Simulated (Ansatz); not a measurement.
Structure from Materials Project entry mp-23303 (possibly hypothetical), not relaxed further.

RbBr: DFT, r2SCAN, PAW with Ansatz's default frozen-core files, scalar-relativistic (Ansatz 0.2.0).

```yaml
crystal:
  lattice:
    - [4.1260773, 0.0, 0.0]
    - [0.0, 4.1260773, 0.0]
    - [0.0, 0.0, 4.1260773]
  atoms:
    - { symbol: Rb, position: [0.0, 0.0, 0.0] }
    - { symbol: Br, position: [0.5, 0.5, 0.5] }
kpoints:
  mp_grid: { grid: [7, 7, 7] }
  band_path:
    path:
      - [0.0, 0.0, 0.0]
      - [0.0, 0.5, 0.0]
      - [0.5, 0.5, 0.0]
      - [0.0, 0.0, 0.0]
      - [0.5, 0.5, 0.5]
      - [0.0, 0.5, 0.0]
      - [0.5, 0.5, 0.5]
      - [0.5, 0.5, 0.0]
    npoints: 8
scf:
  occupations: { method: fermi_dirac, width: 0.03 }
hamiltonian:
  xc: r2scan
  pseudopotentials: { kind: paw }
output:
  forces: true
  stress: true
  eigenvalues: true
  efg: { contact_densities: true }
  populations: true
  bader: true
  dos: { projected: true, de: 0.2, e_range: [-14, 8] }
```

Output:

```
Rb: output.efg is read without spin–orbit coupling, which moves field gradients at and beside such atoms by some per cent and up to a factor of two; PAW files take it under magnetization.noncollinear and magnetization.spin_orbit
Engine: ansatz 0.2.0
Pseudopotentials: kind: paw
Pseudopotential: Rb, paw, valence charge 9, recommended cutoff 500 eV (meta_gga)
Pseudopotential: Br, paw, valence charge 7, recommended cutoff 500 eV (meta_gga)
Functional definition: r2SCAN
  parameter k0 = 0.174
  parameter k1 = 0.065
  parameter a1 = 4.9479
  exchange = r2scan_x(k0 = k0, k1 = k1, a1 = a1)
  correlation = r2scan_c
Crystal: 2 atoms, lattice volume = 70.244 Å³
Basis set: ecut = 500 eV, 1791 PW (Γ), exchange–correlation on 128×128×128 points (64 copies of the dense FFT grid, shifted against one another)
Bands: 12, of which v1, the nominal top of the filled ones, is band 8 counted from 1 (7 counted from 0)
Symmetry: 48 space group operations
Space group: Pm-3m (ITA 221), of the structure as read, at distance tolerance 4.1e-5 Å
k-points: 20 of 343
Non-local potential: Rb, projectors of the file, l = 0: 3, l = 1: 2, l = 2: 2
Non-local potential: Br, projectors of the file, l = 0: 2, l = 1: 2, l = 2: 2
PAW form: soft (Blöchl's): semilocal exchange-correlation on the pseudo side does not see the compensation charge
PAW frozen core: Rb, regenerated for the run's functional (the file was generated under x = pbe(κ = 0.804, μ = 0.2195149727645171), c = pbe(β = 0.06672455060314922))
PAW frozen core: Br, regenerated for the run's functional (the file was generated under x = pbe(κ = 0.804, μ = 0.2195149727645171), c = pbe(β = 0.06672455060314922))
PAW one-centre angular grid: Rb, 302 points (default); XC on 160 Gauss nodes
PAW one-centre angular grid: Br, 302 points (default); XC on 160 Gauss nodes
Initial density: superposition of atomic densities (neutral atoms: chi_scale 0, normalization atom), corrected by the library's trained network
Initial wavefunctions: pseudopotential atomic-orbital guess
Functional: x = r2scan, c = r2scan; τ floored in thin density (d = 2e-4 eV/Å³)
SCF iter   1: F=—  HF=-6074.772493 eV  |F-HF|=—  |Δ(HF+E_count)|=         —  Δρ=2.74e-3  dr2=3.41e-3  dr2_τ=2.69e-3  ethr=1.77e-3  ⟨swp⟩=8.7  Hψ=1779  notcnv=0
preconditioner: auto → none  [insulator: Δε(μ)=4.917 eV  Ē_g=14.304 eV  σ=0.030 eV  W_gap=1.00  n_scr=6 (ndim 8)  ℏωp=16.6 eV  f_vac=0.000  D(μ)=0.00/eV (n_scr^D=0)  ε∞_Penn≈2.3]
SCF iter   2: F=—  HF=-6074.787634 eV  |F-HF|=—  |Δ(HF+E_count)|=   1.51e-2  Δρ=1.49e-3  dr2=4.83e-4  dr2_τ=1.19e-4  ethr=2.13e-5  ⟨swp⟩=3.0  Hψ=702  notcnv=0
SCF iter   3: F=—  HF=-6074.787869 eV  |F-HF|=—  |Δ(HF+E_count)|=   2.35e-4  Δρ=4.11e-4  dr2=4.91e-5  dr2_τ=1.17e-5  ethr=3.02e-6  ⟨swp⟩=2.7  Hψ=398  notcnv=0
SCF iter   4: F=—  HF=-6074.787889 eV  |F-HF|=—  |Δ(HF+E_count)|=   2.03e-5  Δρ=2.80e-5  dr2=4.53e-7  dr2_τ=1.65e-7  ethr=3.07e-7  ⟨swp⟩=2.4  Hψ=346  notcnv=0
iter 5 did not close the SCF: its close was put off for the readings that it lacked (scf_convergence_deferred on its scf_iter line)
SCF iter   5: F=-6074.787889 eV  HF=-6074.787889 eV  |F-HF|=2.34e-8  |Δ(HF+E_count)|=   2.32e-7  Δρ=6.05e-6  dr2=9.90e-9  dr2_τ=4.21e-9  ethr=2.83e-9  ⟨swp⟩=2.2  Hψ=376  notcnv=0
SCF iter   6: F=-6074.787889 eV  HF=-6074.787889 eV  |F-HF|=1.09e-10  |Δ(HF+E_count)|=   2.69e-8  Δρ=1.24e-6  dr2=3.93e-10  dr2_τ=2.27e-10  ethr=6.19e-11  ⟨swp⟩=3.5  Hψ=1073  notcnv=0
SCF 1 converged in 6 iterations: F = -6074.787889 eV  dr2 = 3.93e-10
  greatest PAW one-centre occupation: 0.973 electrons in one spin orbital (limit 2), on the Rb atom at site 0 (counted from 0), in its partial waves of l = 0
NSCF: frozen V_eff on 57 k-points
SCF converged after 6 iterations
Free energy (F): -6074.787889 eV
Harris-Foulkes:  -6074.787889 eV  (|F-HF|=1.09e-10)
Internal energy: -6074.787889 eV  (E = F + TS)
E sigma→0 (E₀):  -6074.787889 eV
Fermi energy:    4.801667 eV
--- Per-component energies (eV) ---
  E_band       = -101.085233
  E_kinetic    = 328.132075
  E_local      = -715.863397  (includes V_loc(G=0)·N_el)
  E_nonlocal   = 241.874246
  E_hartree    = 173.003607
  E_xc         = -376.784992
  E_vxc        = -267.254545  (∫ρ·V_xc dr)
  E_paw        = -4904.902456  (= ΣΔE_a)
  E_vpaw       = -48.063313  (= ΣTr[D̂ρ^β])
  E_aug_tail   = -0.000000  (compensation charges beyond the density's cutoff)
  E_vtau       = 14.082664  (kinetic-family band-sum trace: ∫τ·v_τ [+ j·A + Jᵃ·Aᵃ] dr)
  E_ewald      = -819.941851
  E_core_change = -0.305121  (= ΣΔE_core)
  E_smearing   = -0.000000  (= −TS)
  E_closure    = 0.000000  (closes the sum)
  Σ components = -6074.787889   (vs F -6074.787889, Δ=0.00e0)
--- Forces (eV/Å), atoms counted from 1 ---
  atom   1  Rb    -0.00000000     0.00000000     0.00000000
  atom   2  Br     0.00000000     0.00000000    -0.00000000
  max |Σ_I F_I| component: 1.08e-30 eV/Å
--- Stress (GPa, compression-positive) ---
        0.023900       0.000000       0.000000
       -0.000000       0.023900       0.000000
        0.000000       0.000000       0.023900
  P = ⅓ Tr σ = 0.0239 GPa (0.239 kbar)
--- PAW observables at the nuclei: V_zz in 10²¹ V/m², potentials from the cell's mean, atoms counted from 1 ---
  atom   1  Rb V_zz =    +0.000000   η = 0.0000   by run symmetry: forbidden
            electrostatic potential = -5303.808782 V   contact ρ = 361686.607279 e/Å³
  atom   2  Br V_zz =    +0.000000   η = 0.0000   by run symmetry: forbidden
            electrostatic potential = -4906.647193 V   contact ρ = 292994.432392 e/Å³
--- Band table (eV; the first three rows and the last of 20) ---
  k-point 0: bands = ["-23.5647", "-10.6853", "-6.9842", "-6.9842", "-6.9842", "2.2041", "2.2041", "2.2041", "7.1869", "8.4748", "8.4748", "13.0757"]
  k-point 1: bands = ["-23.5608", "-10.6833", "-7.0103", "-6.9754", "-6.9754", "1.8331", "2.1919", "2.1919", "7.6764", "8.6328", "8.9352", "12.9659"]
  k-point 2: bands = ["-23.5520", "-10.6804", "-7.0631", "-6.9554", "-6.9554", "1.1603", "2.1633", "2.1633", "8.7571", "9.0847", "10.0080", "12.8560"]
  k-point 19: bands = ["-23.5096", "-10.3914", "-7.2026", "-7.1967", "-7.1967", "1.0767", "1.0767", "1.1311", "10.7209", "11.0955", "11.0955", "12.3565"]
--- Löwdin populations: 2 sites ---
  site symbol       q [e]
     0     Rb      8.2671
     1     Br      7.6774
  spilling = 0.003466 (of n_electrons = 16.000000)
--- Bader charges: 2 sites ---
  site symbol  charge [e]  shift [e]
     0     Rb      0.8420     0.0000
     1     Br     -0.8420     0.0000
  estimated error of the sums over rays = 5.4e-5 e
```

populations.tsv:

```
# site	symbol	l	j	q
# orbitals = lowdin
# n_electrons = 16.000000
# spilling = 0.003466
0	Rb	0_4S	-	1.968244
0	Rb	0_5S	-	0.313849
0	Rb	1_4P	-	5.985052
1	Br	0_4S	-	1.890183
1	Br	1_4P	-	5.787221
```

bader_charges.tsv:

```
# site	symbol	x_ang	y_ang	z_ang	partial_charge_e	electrons	volume_ang3	relative_density_drop	shared_charge_e	partial_wave_shift_e
# quadrature_error_electrons = 5.4e-5
0	Rb	0.0000	0.0000	0.0000	0.84202	36.15798	28.34	-	0.84202	0.00000
1	Br	2.0630	2.0630	2.0630	-0.84202	35.84202	41.91	-	-0.84202	0.00000
```
